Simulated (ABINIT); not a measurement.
Si:

```
CELL_PARAMETERS angstrom
2.59984 0.00000 0.00000
-1.29992 2.25153 0.00000
0.00000 0.00000 2.46466
ATOMIC_POSITIONS crystal
Si 0.00000 0.00000 0.00000
```

This isn't the form of Si at room conditions, which is diamond.

The cell isn't the ideal one: cell relaxed at zero pressure by an earlier run.

```yaml
Program: ABINIT 10.8.3 (patched build)
Task: phonon dispersion
Functional: LDA
Potentials_or_basis: PseudoDojo NC SR LDA v0.4.1 standard
Cutoff: 435 eV
k_mesh: 8 × 8 × 8, shifted
Occupations: fermi-dirac, width 0.05 eV
Spin: no spin polarisation
Cutoff_smearing_ecutsm_Ha: 0.5
Stop_of_the_response_cycle_tolvrs: 1e-10
q_mesh: 2 × 2 × 2
Acoustic_sum_rule_asr: 1
```

Q: Is this structure dynamically stable at this level, and how far does the spectrum reach?

A: No: the interpolated spectrum has imaginary modes, down to 44i cm⁻¹ near L. The highest frequency is 380 cm⁻¹.

Phonon frequencies at the corners of the path (cm⁻¹, interpolated; i marks imaginary ones):
```
point  frequencies
    Γ        0 0 0
    M  135 155 288
    K  143 246 246
    A  123 123 380
    L  44i 276 354
    H  200 200 350
```

Phonon states per cell in windows of 20 cm⁻¹ (negative: imaginary):
```
from (cm⁻¹)  total
        -40   0.00
        -20   0.00
          0   0.01
         20   0.01
         40   0.04
         60   0.07
         80   0.23
        100   0.28
        120   0.21
        140   0.27
        160   0.17
        180   0.19
        200   0.14
        220   0.24
        240   0.27
        260   0.35
        280   0.12
        300   0.07
        320   0.11
        340   0.15
        360   0.06
```

A q mesh this small can miss soft modes between its points.

Caveat: the mesh is coarse for a metal's response; some modes are imaginary; the q mesh is small, so phonon branches between its points and thermal values are rough.
